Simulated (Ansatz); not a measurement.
W2C: band structure with revPBE

The system is W2C.

```
W C
1.0
     3.07005    0.00000    0.00000
    -1.53502    2.65874    0.00000
     0.00000    0.00000    4.67843
W C
2 1
Direct
  0.66667 0.33333 0.25367
  0.33333 0.66667 0.74633
  0.00000 0.00000 0.00000
```

The cell comes from a database or a generator and needn't be the stable form of this composition.

```json
{
 "Program": "Ansatz 0.2.0",
 "Task": "band structure",
 "Functional": "revPBE",
 "Potentials or basis": "Ansatz PAW",
 "Cutoff": "420 eV (not typed: the program's choice for these potentials)",
 "k mesh": "10 × 10 × 6",
 "Occupations": "fermi-dirac, width 0.05 eV",
 "Spin": "no spin polarisation",
 "Path": "[[\"G\", \"M\", \"K\", \"G\", \"A\", \"L\", \"H\", \"A\"], [\"L\", \"M\"], [\"K\", \"H\"]]",
 "Points for each segment of the path": "14"
}
```

```json
{
 "Pressure": "1.0 GPa",
 "Largest force": "0.056 eV/Å",
 "Band gap on the k mesh": "none (metal or under the smearing width)"
}
```

Forces on the atoms (eV/Å):
```
W    0.000  0.000  0.056
W    0.000  0.000 -0.056
C    0.000  0.000  0.000
```

Stress tensor (GPa, compression positive):
```
0.56 0.00 0.00
0.00 0.56 0.00
0.00 0.00 1.77
```

Levels at the corners of the path, in eV from the Fermi level:
| point | band 13 | band 14 | band 15 | band 16 | band 17 | band 18 | band 19 | band 20 |
| --- | --- | --- | --- | --- | --- | --- | --- | --- |
| Γ | -3.98 | -1.44 | -1.32 | -1.32 | -1.04 | -1.04 | 0.59 | 0.59 |
| M | -5.40 | -3.41 | -1.74 | 1.41 | 2.27 | 2.60 | 3.06 | 3.22 |
| K | -4.25 | -3.51 | -3.51 | 0.96 | 0.96 | 2.28 | 2.31 | 2.31 |
| Γ | -3.98 | -1.44 | -1.32 | -1.32 | -1.04 | -1.04 | 0.59 | 0.59 |
| A | -3.22 | -2.79 | -2.26 | -2.26 | 1.06 | 1.06 | 1.67 | 1.67 |
| L | -4.07 | -2.63 | -2.45 | -0.45 | 0.29 | 2.05 | 2.61 | 2.86 |
| H | -3.04 | -2.73 | -2.73 | -0.41 | 0.54 | 0.54 | 3.39 | 3.39 |
| A | -3.22 | -2.79 | -2.26 | -2.26 | 1.06 | 1.06 | 1.67 | 1.67 |
| L | -4.07 | -2.63 | -2.45 | -0.45 | 0.29 | 2.05 | 2.61 | 2.86 |
| M | -5.40 | -3.41 | -1.74 | 1.41 | 2.27 | 2.60 | 3.06 | 3.22 |
| K | -4.25 | -3.51 | -3.51 | 0.96 | 0.96 | 2.28 | 2.31 | 2.31 |
| H | -3.04 | -2.73 | -2.73 | -0.41 | 0.54 | 0.54 | 3.39 | 3.39 |

Run time: 12 s on 2 threads of Intel(R) Xeon(R) Processor @ 2.50GHz (Skylake/Cascade Lake), with other jobs on the host, peak memory 0.36 GiB.

Caveat: spin-orbit coupling is left out, which moves the levels of the heavy elements; the PAW data sets come from PBE, with cores solved anew for the run's functional, which leaves a small shift of forces and pressure.
